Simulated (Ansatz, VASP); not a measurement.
Ni in VASP and in Ansatz

INCAR

```
PREC     = Accurate       # precision mode
ENCUT    = 520            # plane-wave cutoff, eV
EDIFF    = 1E-6           # SCF threshold, eV
ISMEAR   = -1             # smearing method
SIGMA    = 0.1            # smearing width, eV
LREAL    = F              # projectors in reciprocal space
LASPH    = T              # aspherical terms in the spheres
NELM     = 60             # most SCF steps
ALGO     = Normal         # electronic algorithm
ISIF     = 2              # what is computed and relaxed
LWAVE    = F              # write WAVECAR
LCHARG   = F              # write CHGCAR
GGA      = RP             # functional
NBANDS   = 22             # bands
```

The input KPOINTS:

```
Automatic mesh
0
Gamma
  10 10 15
```

Contents of POSCAR:

```
Ni
1.0
    4.0320739648      0.0000000000      0.0000000000
   -2.0160369824      3.4918784835      0.0000000000
    0.0000000000      0.0000000000      2.4269998947
Ni
3
Direct
    0.0000000000      1.0000000000      0.0000000000
    0.3333333333      0.6666666667      0.5000000000
    0.6666666667      0.3333333333      0.5000000000
```

Input for Ansatz:

```yaml
crystal:
  lattice:
    - [4.0320739648, 0.0, 0.0]
    - [-2.0160369824, 3.4918784835, 0.0]
    - [0.0, 0.0, 2.4269998947]
  atoms:
    - { symbol: Ni, position: [0.0, 1.0, 0.0] }
    - { symbol: Ni, position: [0.3333333333, 0.6666666667, 0.5] }
    - { symbol: Ni, position: [0.6666666667, 0.3333333333, 0.5] }
hamiltonian:
  xc: rpbe
  pseudopotentials:
    kind: paw
    azcp:
      Ni: "pseudopotentials/Ni.paw.azcp"
basis:
  ecutwfc: 420
  fft_grid_basis: typed
kpoints:
  mp_grid: { grid: [10, 10, 15], shift: [0, 0, 0] }
magnetization:
  spin_polarized: false
scf:
  occupations: { method: fermi_dirac, width: 0.1 }
  lower_state_search: "off"
output:
  stress: true
  write_density: true
  write_potential: true
  elf: true
  volumetric_format: npy
```

Alike in both runs: task single point; functional RPBE; k mesh 10 × 10 × 15; occupations fermi-dirac, width 0.1 eV; no spin polarisation.

|  | VASP | Ansatz |
| --- | --- | --- |
| version | VASP 6.6.1 | Ansatz 0.2.0 |
| potentials or method | VASP PAW PBE potentials, release 64 (Ni) | plane waves (420 eV) with PAW, scalar-relativistic |
| plane-wave cutoff (eV) | 520 | 420 |
| valence electrons in the cell | 30 | 54 |

|  | VASP | Ansatz | Ansatz less VASP |
| --- | --- | --- | --- |
| pressure (GPa) | 0.2 | 0.0 | -0.24 |
| largest component of the traceless stress (GPa) | 0.14 | 0.06 | -0.076 |

With one functional, cell and mesh, what is left measures potentials, basis and numerics. The two sets of potentials don't hold the same shells in valence.

Caveats: the PAW data sets were made with another functional, which shifts forces and pressure a little (VASP); the run has no spin polarisation, though such a crystal can be magnetic. Spin polarisation is off, so any magnetic state and its effect on volume and gap are missing.
